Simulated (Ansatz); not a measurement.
# InSe: what symmetry allows forces and stress to be

```yaml
crystal:
  lattice:
    - [1.97860, 1.14235, 8.35243]
    - [-1.97860, 1.14235, 8.35243]
    - [0.00000, -2.28469, 8.35243]
  atoms:
    - { symbol: In, position: [0.99107, 0.99107, 0.99107] }
    - { symbol: In, position: [0.11584, 0.11584, 0.11584] }
    - { symbol: Se, position: [0.60601, 0.60601, 0.60601] }
    - { symbol: Se, position: [0.84478, 0.84478, 0.84478] }
```

Level of theory: Ansatz, DFT PBEsol, scalar-relativistic, plane waves, PAW.

Plane waves to 420 eV, a k mesh through Γ of 12×12×12 on the computed 4-atom cell and Gaussian smearing (0.05 eV); no spin polarisation.

This distorted cell has space group R3m, with 6 operations.

Problem. Without a calculation: in which directions can each atom feel a force?

Solution. A force must be left unchanged by every operation that keeps its atom in place, so it lies in the space that those operations leave fixed. Atoms that the group maps onto each other feel forces of one size.
```
atom site symmetry operations at the site equivalent to atom allowed force (Cartesian)
 In1             3m                       6                   1   along (0.00, 0.00, 1.00)
 In2             3m                       6                   2   along (0.00, 0.00, 1.00)
 Se3             3m                       6                   3   along (0.00, 0.00, 1.00)
 Se4             3m                       6                   4   along (0.00, 0.00, 1.00)
```

That leaves 4 independent force components of 12, tied by 1 condition that the forces sum to zero, so 3 remain. A relaxation in this cell that keeps the symmetry moves the atoms in these directions alone.

Problem. And the stress tensor?

Solution. It must be invariant under the point group, which leaves 2 independent components: yz, xz, xy vanish; xx = yy.

Problem. Do the computed values obey this?

Solution. Yes. Forces (eV/Å):
```
In1  0.000  0.000  1.081
In2  0.000  0.000  0.378
Se3  0.000  0.000  0.289
Se4  0.000  0.000 -1.747
```

Stress (GPa, compression positive, xx yy zz yz xz xy): 0.50 0.50 -5.49 0.00 0.00 0.00. The program imposes the same operations on density, forces and stress, so this confirms the analysis and is no independent test of the calculation.

The cell holds layers, chains or molecules, and where no dispersion correction was added their binding is poorly described.